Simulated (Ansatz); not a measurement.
# Mg in Ansatz: the effect of functional

Crystal: Mg.

```
CELL_PARAMETERS angstrom
3.16593 0.00000 0.00000
-1.58296 2.74177 0.00000
0.00000 0.00000 5.13988
ATOMIC_POSITIONS crystal
Mg 0.66667 0.33333 0.75000
Mg 0.33333 0.66667 0.25000
```

The cell isn't the ideal one: volume scaled by 0.96.

Alike in all runs:

| Item | Value |
| --- | --- |
| Program | Ansatz 0.2.0 |
| Task | single point |
| Potentials or basis | Ansatz PAW |
| k mesh | 10 × 10 × 5 |
| Occupations | fermi-dirac, width 0.05 eV |
| Spin | no spin polarisation |

```tsv
functional	cutoff	pressure (GPa)
LDA	420 eV (not typed: the program's choice for these potentials)	-1.1
r2SCAN	500 eV (not typed: the program's choice for these potentials)	?
PBE	420 eV (not typed: the program's choice for these potentials)	1.1
```

Question: What does the run with functional r2SCAN give?

Answer: Pressure 0.5 GPa.

Caveats: the PAW data sets come from PBE, with cores solved anew for the run's functional, which leaves a small shift of forces and pressure (some runs).
